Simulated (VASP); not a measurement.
Here is a VASP 6.6.1 calculation.

Contents of INCAR:

```
PREC = Accurate
ENCUT = 520
EDIFF = 1E-6
ISMEAR = -1
SIGMA = 0.15
LREAL = F
LASPH = T
NELM = 100
ALGO = Fast
ISIF = 2
LWAVE = F
LCHARG = F
GGA = PS
IVDW = 12
NBANDS = 24
```

KPOINTS

```
regular mesh
0
Gamma
  12 12 12
```

Contents of POSCAR:

```
TePt
1.0
    1.9620791345      1.1328069165      6.3836441151
   -1.9620791345      1.1328069165      6.3836441151
    0.0000000000     -2.2656138330      6.3836441151
Te Pt
2 2
Direct
    0.6020898133      0.6020898133      0.6020898133
    0.3979101867      0.3979101867      0.3979101867
    0.8708040492      0.8708040492      0.8708040492
    0.1291959508      0.1291959508      0.1291959508
```

Potentials or basis: VASP PAW PBE potentials, release 64 (Te, Pt).

The run is started by

```bash
$ cat potpaw_PBE.64/Te/POTCAR potpaw_PBE.64/Pt/POTCAR > POTCAR
$ mpirun -np 1 vasp_std > vasp.out
```

(1) Estimate the pressure.

(2) What does it give for the dispersion energy per atom?

(3) Estimate the band gap on the k mesh.

Results:

(1) -0.1 GPa.

(2) -0.586 eV.

(3) none (metal or under the smearing width).

Caveat: the PAW data sets were made with another functional, which shifts forces and pressure a little; pairwise dispersion overbinds metals, which lowers pressure and volume.
